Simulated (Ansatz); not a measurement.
# NiO (Fm-3m) in Ansatz: further runs

One crystal, NiO, is run at these levels: PBEsol; tasks: single point.

All numbers are computed with Ansatz 0.2.0; they aren't measurements. Logs are shortened: lines on timing, memory, paths and dates and some standing lists are left out, and cuts for length are marked.

## (1) The structure

Symmetry: Fm-3m, No. 225, cubic system. The conventional cell has a = 4.172 Å, b = 4.172 Å, c = 4.172 Å, α = 90.00°, β = 90.00°, γ = 90.00°. Around Ni (site symmetry m-3m) lie 6 O at 2.09 Å. Around O (site symmetry m-3m) lie 6 Ni at 2.09 Å.

## (2) Single point, PBEsol, collinear spin, ferromagnetic start, 8.53 Å³/atom (volume scaled by 0.94)

Input file input.yaml:

```yaml
crystal:
  lattice:
    - [0.0, 2.0433202721, 2.0433202721]
    - [2.0433202721, 0.0, 2.0433202721]
    - [2.0433202721, 2.0433202721, 0.0]
  atoms:
    - { symbol: Ni, position: [0.0, 0.0, 0.0], spin: 1.0 }
    - { symbol: O, position: [0.5, 0.5, 0.5] }
kpoints:
  mp_grid: { grid: [11, 11, 11] }
scf:
  occupations: { method: fermi_dirac, width: 0.05 }
hamiltonian:
  xc: pbesol
  pseudopotentials: { kind: all_electron, lapw: { basis_error: 0.0005 } }
magnetization:
  spin_polarized: true
output:
  forces: true
  stress: true
  eigenvalues: true
```

Potentials or basis: all-electron LAPW, scalar-relativistic.

The run is started by

```sh
$ ansatz run input.yaml --threads 2 --pin off --max-ram 6144MiB --backend cpu --events-out ev --progress --plain --runs-dir out
```

The program printed:

```text
Warning: RAYON_NUM_THREADS=2 ignored (pool sized by the plan → 2); use --threads N
LAPW: plane waves up to 10.583 Å⁻¹, error target 5.0e-4 eV per atom; small_component_spin mean_spin; O in spheres of 0.924 Å, 8 of its electrons in bands, Dirac shells []; Ni in spheres of 1.119 Å, 18 of its electrons in bands, Dirac shells [] (how accurate: hamiltonian.pseudopotentials.lapw.basis_error, Limitations)
Engine: ansatz 0.2.0, aarch64-unknown-linux-gnu
Pseudopotentials: kind: all_electron
Pseudopotential: Ni, LAPW, valence charge 18, lapw/all_electron/scalar/gaussian/Ni, Koelling and Harmon's equation, gaussian nucleus
Pseudopotential: O, LAPW, valence charge 8, lapw/all_electron/scalar/gaussian/O, Koelling and Harmon's equation, gaussian nucleus
Functional definition: PBEsol
  exchange = pbesol_x
  correlation = pbesol_c
Crystal: 2 atoms, lattice volume = 17.062 Å³
Basis set: ecut = 426.70221811472607 eV, 331 PW (Γ), exchange–correlation at level 2
Bands: 18, of which v1, the nominal top of the filled ones, is band 13 counted from 1 (12 counted from 0)
Symmetry: 48 space group operations
Space group: Fm-3m (ITA 225), of the structure as read, at distance tolerance 2.6e-5 Å
Magnetic group: BNS 225.116 (UNI 1618), of the structure as read, at distance tolerance 2.6e-5 Å
k-points: 56 of 1331
Non-local potential: Ni, projectors of the file, none
Non-local potential: O, projectors of the file, none
Initial density: superposition of atomic densities (chi_scale 0.1, normalization cell, long waves kept (reshape's long-wave potential 0.00 eV rms))
Starting moments: Σ|m| = 1 μB on 1 of 2 sites
Initial wavefunctions: plane waves of lowest kinetic energy (no species holds an atomic orbital)
Functional: x = pbesol(κ = 0.804, μ = 0.12345679012345678), c = pbesol(β = 0.046)
iter 1 solved again at ethr=3.00e-3 eV; its pass at ethr=1.00e-1 eV (dr2=7.80e-1 eV) is discarded
SCF iter   1: F=—  HF=-43388.549283 eV  |F-HF|=—  |Δ(HF+E_count)|=         —  Δρ=4.10e-2 (↑4.10e-2 ↓3.07e-2)  dr2=7.79e-1  dr2_m=1.67e-2  M=1.211 μB ∫|m|=1.212 μB  β_m=0.30  ethr=3.00e-3  ⟨swp⟩=2.0  Hψ=13260  notcnv=0
Mixer restart at iter 1: flushing history
preconditioner: auto → none  [metal: Δε(μ)=0.027 eV  Ē_g=15.192 eV  σ=0.050 eV  W_gap=0.13  n_scr=8 (ndim 8)  ℏωp=36.0 eV  f_vac=0.000  D(μ)=2.38/eV (n_scr^D=26)  sad-step TF]
SCF iter   2: F=—  HF=-43388.287656 eV  |F-HF|=—  |Δ(HF+E_count)|=   2.62e-1  Δρ=2.26e-2 (↑2.26e-2 ↓1.38e-2)  dr2=2.04e-1  dr2_m=6.50e-3  M=1.036 μB ∫|m|=1.036 μB  β_m=0.37  ethr=3.00e-3  ⟨swp⟩=2.0  Hψ=6048  notcnv=0
SCF iter   3: F=—  HF=-43388.340574 eV  |F-HF|=—  |Δ(HF+E_count)|=   5.29e-2  Δρ=1.01e-2 (↑1.01e-2 ↓6.09e-3)  dr2=3.01e-2  dr2_m=3.69e-3  M=0.998 μB ∫|m|=0.998 μB  β_m=0.60  ethr=7.86e-4  ⟨swp⟩=2.0  Hψ=6048  notcnv=0
iter 4 solved again at ethr=6.28e-6 eV; its pass at ethr=1.16e-4 eV (dr2=1.63e-3 eV) is discarded
SCF iter   4: F=—  HF=-43388.390156 eV  |F-HF|=—  |Δ(HF+E_count)|=         —  Δρ=3.46e-3 (↑3.46e-3 ↓2.36e-3)  dr2=1.63e-3  dr2_m=8.94e-4  M=1.069 μB ∫|m|=1.070 μB  β_m=0.60  ethr=6.28e-6  ⟨swp⟩=2.0  Hψ=9582  notcnv=0
Mixer restart at iter 4: flushing history
the basis was enlarged: its passes take 2.8 MiB over the memory plan, 2 of 2 planned eigensolver slots
SCF iter   5: F=—  HF=-43388.397076 eV  |F-HF|=—  |Δ(HF+E_count)|=   6.92e-3  Δρ=5.44e-3 (↑3.64e-3 ↓5.44e-3)  dr2=4.61e-3  dr2_m=2.33e-3  M=1.140 μB ∫|m|=1.142 μB  β_m=0.55  ethr=6.28e-6  ⟨swp⟩=3.0  Hψ=6370  notcnv=0
SCF iter   6: F=—  HF=-43388.390591 eV  |F-HF|=—  |Δ(HF+E_count)|=   6.48e-3  Δρ=2.67e-3 (↑2.67e-3 ↓2.15e-3)  dr2=1.63e-4  dr2_m=8.73e-4  M=1.136 μB ∫|m|=1.137 μB  β_m=0.19  ethr=6.28e-6  ⟨swp⟩=3.0  Hψ=6061  notcnv=0
SCF iter   7: F=—  HF=-43388.390917 eV  |F-HF|=—  |Δ(HF+E_count)|=   3.25e-4  Δρ=2.44e-3 (↑2.44e-3 ↓2.29e-3)  dr2=6.56e-5  dr2_m=8.61e-4  M=1.166 μB ∫|m|=1.167 μB  β_m=0.19  ethr=6.28e-7  ⟨swp⟩=2.3  Hψ=5585  notcnv=0
SCF iter   8: F=—  HF=-43388.391119 eV  |F-HF|=—  |Δ(HF+E_count)|=   2.02e-4  Δρ=1.83e-3 (↑1.83e-3 ↓1.17e-3)  dr2=3.09e-4  dr2_m=2.93e-4  M=1.202 μB ∫|m|=1.204 μB  β_m=0.56  ethr=2.52e-7  ⟨swp⟩=2.9  Hψ=5880  notcnv=0
SCF iter   9: F=—  HF=-43388.391907 eV  |F-HF|=—  |Δ(HF+E_count)|=   7.88e-4  Δρ=9.98e-4 (↑9.66e-4 ↓9.98e-4)  dr2=4.53e-7  dr2_m=1.51e-4  M=1.278 μB ∫|m|=1.281 μB  β_m=0.67  ethr=2.52e-7  ⟨swp⟩=3.0  Hψ=6391  notcnv=0
SCF iter  10: F=—  HF=-43388.391895 eV  |F-HF|=—  |Δ(HF+E_count)|=   1.24e-5  Δρ=2.28e-4 (↑2.28e-4 ↓2.18e-4)  dr2=5.22e-7  dr2_m=7.67e-6  M=1.264 μB ∫|m|=1.268 μB  β_m=0.83  ethr=1.74e-9  ⟨swp⟩=3.1  Hψ=6773  notcnv=0
SCF iter  11: F=—  HF=-43388.391892 eV  |F-HF|=—  |Δ(HF+E_count)|=   2.65e-6  Δρ=2.39e-5 (↑1.96e-5 ↓2.39e-5)  dr2=2.80e-7  dr2_m=1.40e-8  M=1.261 μB ∫|m|=1.264 μB  β_m=0.92  ethr=1.74e-9  ⟨swp⟩=3.0  Hψ=5943  notcnv=0
SCF iter  12: F=—  HF=-43388.391892 eV  |F-HF|=—  |Δ(HF+E_count)|=   1.44e-7  Δρ=1.89e-5 (↑1.44e-5 ↓1.89e-5)  dr2=3.03e-8  dr2_m=3.74e-8  M=1.261 μB ∫|m|=1.264 μB  β_m=0.96  ethr=1.08e-9  ⟨swp⟩=2.0  Hψ=5537  notcnv=0
SCF iter  13: F=—  HF=-43388.391892 eV  |F-HF|=—  |Δ(HF+E_count)|=   3.69e-9  Δρ=3.24e-6 (↑2.47e-6 ↓3.24e-6)  dr2=5.68e-10  dr2_m=1.18e-9  M=1.262 μB ∫|m|=1.265 μB  β_m=0.94  ethr=1.17e-10  ⟨swp⟩=2.6  Hψ=5646  notcnv=0
SCF iter  14: F=-43388.391892 eV  HF=-43388.391892 eV  |F-HF|=7.28e-11  |Δ(HF+E_count)|=  2.04e-10  Δρ=2.24e-7 (↑1.45e-7 ↓2.24e-7)  dr2=2.36e-11  dr2_m=2.90e-13  M=1.262 μB ∫|m|=1.265 μB  ethr=5.76e-12 (applied; sched 2.18e-12)  ⟨swp⟩=2.2  Hψ=5572  notcnv=0
SCF 1 converged in 14 iterations: F = -43388.391892 eV  dr2 = 2.36e-11
SCF converged after 14 iterations
Magnetization: 1.2616 μB (13.6308 up, 12.3692 down)
Absolute magnetization: 1.2647 μB (∫|ρ↑−ρ↓|)
Spin contamination: 0.0068 ħ² per cell (⟨S²⟩ above its minimum at these occupations)
Per-site moments (μB) at R_I (Å): [(1.0646689005102221, 1.1193486349617818), (0.18597046809301387, 0.9239716066903736)]
Free energy (F): -43388.391892 eV
Harris-Foulkes:  -43388.391892 eV  (|F-HF|=7.28e-11)
Internal energy: -43388.379148 eV  (E = F + TS)
E sigma→0 (E₀):  -43388.385520 eV
Entropy (-TS):   -0.012745 eV (-6.372 meV/atom)
Fermi energy:    15.876250 eV
--- Per-component energies (eV) ---
  E_band       = -1273.981983
  E_kinetic    = 44043.093164
  E_xc         = -1921.595935
  E_electrostatic = -85509.876377  (all electrons and nuclei)
  E_smearing   = -0.012745  (= −TS)
  E_closure    = 0.000000  (closes the sum)
  E_atoms      = -43374.365027  (free atoms, spherical and without spin; not in F)
  Σ components = -43388.391892   (vs F -43388.391892, Δ=0.00e0)
  Basis errors (estimates in eV, not in F): energy 1.8e-4 per atom: plane waves 1.5e-4 (8.5e-5 summed), levels above the bands 3.7e-148, relativity 2.3e-8, radial functions 2.9e-5, core shells 6.2e-9; eigenvalues (radial functions only) 7.8e-7; not estimated: angular momenta, meshes, grids; target (lapw.basis_error) 5.0e-4; muffin-tin radii O 0.924 Å, Ni 1.119 Å
--- Forces (eV/Å), atoms counted from 1 ---
  atom   1  Ni     0.00000000     0.00000000     0.00000000
  atom   2  O      0.00000000    -0.00000000     0.00000000
  max |Σ_I F_I| component: 1.45e-30 eV/Å
--- Stress (GPa, compression-positive) ---
        5.247516       0.000000      -0.000000
        0.000000       5.247516      -0.000000
       -0.000000      -0.000000       5.247516
  P = ⅓ Tr σ = 5.2475 GPa (52.475 kbar)
--- Band table (eV; the first three rows and the last of 112) ---
  k-point 0 ↑: bands = ["-489.6871", "-87.8942", "-48.4264", "-48.4264", "-48.4264", "-5.2616", "12.3921", "12.3921", "12.3921", "13.0489", "13.0489", "13.2643", "13.2643", "13.2643", "17.6030", "33.5260", "35.0228", "35.0228"]
  k-point 1 ↑: bands = ["-489.6871", "-87.8938", "-48.4298", "-48.4268", "-48.4268", "-5.1550", "11.5905", "11.7329", "11.7329", "13.2994", "13.2994", "13.5184", "13.7790", "13.7790", "18.1747", "31.8711", "34.7609", "34.7609"]
  k-point 2 ↑: bands = ["-489.6871", "-87.8930", "-48.4389", "-48.4281", "-48.4281", "-4.8555", "10.1709", "10.9273", "10.9273", "13.4847", "13.4847", "13.7878", "14.6910", "14.6910", "19.3870", "29.6359", "33.6566", "33.6566"]
  k-point 55 ↓: bands = ["-489.5117", "-86.5829", "-47.1833", "-47.1811", "-47.1688", "-3.1510", "9.1576", "9.2148", "10.0775", "14.5846", "14.8355", "15.2055", "15.8501", "16.5996", "25.1353", "26.6742", "26.8337", "30.3622"]
```

Wall time 17 s (2 threads of Arm Neoverse V2, shared host); peak memory 0.47 GiB.

Results:

| Quantity | Value |
| --- | --- |
| Free energy | -43388.3919 eV |
| Pressure | 5.2 GPa |
| Band gap on the k mesh | none (metal or under the smearing width) |
| Net moment | 1.26 μB per cell |
| Absolute moment | 1.26 μB per cell |
| Site moments | Ni +1.06; O +0.19 μB |

Caveat: a cell with one magnetic atom can't hold antiferromagnetic order, which such compounds often take; semilocal functionals often make such compounds metallic where correlation or magnetic order opens a gap, which also shifts bond lengths.

## (3) Single point, PBEsol, collinear spin, ferromagnetic start, 8.71 Å³/atom (volume scaled by 0.96)

Changes to input.yaml since step 2:

```diff
@@ -2,5 +2,5 @@
   lattice:
-    - [0.0, 2.0433202721, 2.0433202721]
-    - [2.0433202721, 0.0, 2.0433202721]
-    - [2.0433202721, 2.0433202721, 0.0]
+    - [0.0, 2.0577103256, 2.0577103256]
+    - [2.0577103256, 0.0, 2.0577103256]
+    - [2.0577103256, 2.0577103256, 0.0]
   atoms:
```

Potentials or basis: all-electron LAPW, scalar-relativistic.

The run is started by

```sh
$ ansatz run input.yaml --threads 2 --pin off --max-ram 6144MiB --backend cpu --events-out ev --progress --plain --runs-dir out
```

Run time: 15 s. Hardware: 2 threads of Arm Neoverse V2, shared host; peak memory 0.47 GiB.

The run converged. Its results:

```
Free energy            : -43388.3984 eV
Pressure               : 0.6 GPa
Band gap on the k mesh : none (metal or under the smearing width)
Net moment             : 1.31 μB per cell
Absolute moment        : 1.32 μB per cell
Site moments           : Ni +1.11; O +0.19 μB
```

Caveat: a cell with one magnetic atom can't hold antiferromagnetic order, which such compounds often take; semilocal functionals often make such compounds metallic where correlation or magnetic order opens a gap, which also shifts bond lengths.

## (4) Single point, PBEsol, collinear spin, ferromagnetic start, 8.89 Å³/atom (volume scaled by 0.98)

Changes to input.yaml since step 3:

```diff
@@ -2,5 +2,5 @@
   lattice:
-    - [0.0, 2.0577103256, 2.0577103256]
-    - [2.0577103256, 0.0, 2.0577103256]
-    - [2.0577103256, 2.0577103256, 0.0]
+    - [0.0, 2.0719018797, 2.0719018797]
+    - [2.0719018797, 0.0, 2.0719018797]
+    - [2.0719018797, 2.0719018797, 0.0]
   atoms:
```

The run is started by

```sh
$ ansatz run input.yaml --threads 2 --pin off --max-ram 6144MiB --backend cpu --events-out ev --progress --plain --runs-dir out
```

It took 15 s on 2 threads of Arm Neoverse V2, shared host; peak memory 0.47 GiB.

It converged, with:

```
Free energy            : -43388.3949 eV
Pressure               : -3.5 GPa
Band gap on the k mesh : none (metal or under the smearing width)
Net moment             : 1.38 μB per cell
Absolute moment        : 1.38 μB per cell
Site moments           : Ni +1.16; O +0.21 μB
```

Caveat: a cell with one magnetic atom can't hold antiferromagnetic order, which such compounds often take; semilocal functionals often make such compounds metallic where correlation or magnetic order opens a gap, which also shifts bond lengths.

## (5) Single point, PBEsol, collinear spin, ferromagnetic start, 9.08 Å³/atom

Changes to input.yaml since step 4:

```diff
@@ -2,5 +2,5 @@
   lattice:
-    - [0.0, 2.0719018797, 2.0719018797]
-    - [2.0719018797, 0.0, 2.0719018797]
-    - [2.0719018797, 2.0719018797, 0.0]
+    - [0.0, 2.0859016414, 2.0859016414]
+    - [2.0859016414, 0.0, 2.0859016414]
+    - [2.0859016414, 2.0859016414, 0.0]
   atoms:
```

The run is started by

```sh
$ ansatz run input.yaml --threads 2 --pin off --max-ram 6144MiB --backend cpu --events-out ev --progress --plain --runs-dir out
```

It took 15 s on 2 threads of Arm Neoverse V2, shared host; peak memory 0.47 GiB.

The run converged. Its results:

```yaml
Free_energy: -43388.3831 eV
Pressure: -6.8 GPa
Band_gap_on_the_k_mesh: none (metal or under the smearing width)
Net_moment: 1.48 μB per cell
Absolute_moment: 1.48 μB per cell
Site_moments: Ni +1.24; O +0.23 μB
```

Caveat: a cell with one magnetic atom can't hold antiferromagnetic order, which such compounds often take; semilocal functionals often make such compounds metallic where correlation or magnetic order opens a gap, which also shifts bond lengths.

## (6) Single point, PBEsol, collinear spin, ferromagnetic start, 9.26 Å³/atom (volume scaled by 1.02)

Changes to input.yaml since step 5:

```diff
@@ -2,5 +2,5 @@
   lattice:
-    - [0.0, 2.0859016414, 2.0859016414]
-    - [2.0859016414, 0.0, 2.0859016414]
-    - [2.0859016414, 2.0859016414, 0.0]
+    - [0.0, 2.0997159621, 2.0997159621]
+    - [2.0997159621, 0.0, 2.0997159621]
+    - [2.0997159621, 2.0997159621, 0.0]
   atoms:
```

Potentials or basis: all-electron LAPW, scalar-relativistic.

The run is started by

```sh
$ ansatz run input.yaml --threads 2 --pin off --max-ram 6144MiB --backend cpu --events-out ev --progress --plain --runs-dir out
```

It took 15 s on 2 threads of Arm Neoverse V2, shared host; peak memory 0.46 GiB.

Results (log left out):

| Item | Value |
| --- | --- |
| Free energy | -43388.3641 eV |
| Pressure | -9.9 GPa |
| Band gap on the k mesh | none (metal or under the smearing width) |
| Net moment | 1.56 μB per cell |
| Absolute moment | 1.56 μB per cell |
| Site moments | Ni +1.30; O +0.24 μB |

Caveat: a cell with one magnetic atom can't hold antiferromagnetic order, which such compounds often take; semilocal functionals often make such compounds metallic where correlation or magnetic order opens a gap, which also shifts bond lengths.

## (7) Single point, PBEsol, collinear spin, ferromagnetic start, 9.44 Å³/atom (volume scaled by 1.04)

Changes to input.yaml since step 6:

```diff
@@ -2,5 +2,5 @@
   lattice:
-    - [0.0, 2.0997159621, 2.0997159621]
-    - [2.0997159621, 0.0, 2.0997159621]
-    - [2.0997159621, 2.0997159621, 0.0]
+    - [0.0, 2.1133508634, 2.1133508634]
+    - [2.1133508634, 0.0, 2.1133508634]
+    - [2.1133508634, 2.1133508634, 0.0]
   atoms:
```

The run is started by

```sh
$ ansatz run input.yaml --threads 2 --pin off --max-ram 6144MiB --backend cpu --events-out ev --progress --plain --runs-dir out
```

It took 15 s on 2 threads of Arm Neoverse V2, shared host; peak memory 0.46 GiB.

Results (log left out):

```yaml
Free_energy: -43388.3387 eV
Pressure: -12.5 GPa
Band_gap_on_the_k_mesh: none (metal or under the smearing width)
Net_moment: 1.63 μB per cell
Absolute_moment: 1.64 μB per cell
Site_moments: Ni +1.36; O +0.26 μB
```

Caveat: a cell with one magnetic atom can't hold antiferromagnetic order, which such compounds often take; semilocal functionals often make such compounds metallic where correlation or magnetic order opens a gap, which also shifts bond lengths.

## (8) Single point, PBEsol, collinear spin, ferromagnetic start, 9.62 Å³/atom (volume scaled by 1.06)

Changes to input.yaml since step 7:

```diff
@@ -2,5 +2,5 @@
   lattice:
-    - [0.0, 2.1133508634, 2.1133508634]
-    - [2.1133508634, 0.0, 2.1133508634]
-    - [2.1133508634, 2.1133508634, 0.0]
+    - [0.0, 2.1268120599, 2.1268120599]
+    - [2.1268120599, 0.0, 2.1268120599]
+    - [2.1268120599, 2.1268120599, 0.0]
   atoms:
```

The run is started by

```sh
$ ansatz run input.yaml --threads 2 --pin off --max-ram 6144MiB --backend cpu --events-out ev --progress --plain --runs-dir out
```

Wall time 15 s (2 threads of Arm Neoverse V2, shared host); peak memory 0.46 GiB.

Results (log left out):

| Quantity | Value |
| --- | --- |
| Free energy | -43388.3078 eV |
| Pressure | -14.7 GPa |
| Band gap on the k mesh | none (metal or under the smearing width) |
| Net moment | 1.71 μB per cell |
| Absolute moment | 1.72 μB per cell |
| Site moments | Ni +1.42; O +0.28 μB |

Caveat: a cell with one magnetic atom can't hold antiferromagnetic order, which such compounds often take; semilocal functionals often make such compounds metallic where correlation or magnetic order opens a gap, which also shifts bond lengths.

## (9) For comparison

An earlier run on the cell as given: functional PBEsol; potentials or basis all-electron LAPW, scalar-relativistic; cutoff 378 eV (chosen from the basis error); basis error allowed 0.001 eV/atom; k mesh 11 × 11 × 11; occupations fermi-dirac, width 0.05 eV; collinear spin, ferromagnetic start; starting moments [1.0, 0.0] μB.

- Pressure: -6.8 GPa
- Band gap on the k mesh: none (metal or under the smearing width)
- Net moment: 1.48 μB per cell
- Absolute moment: 1.48 μB per cell
- Site moments: Ni +1.24; O +0.23 μB
- Loewdin charges: Ni +1.04; O -0.91 e
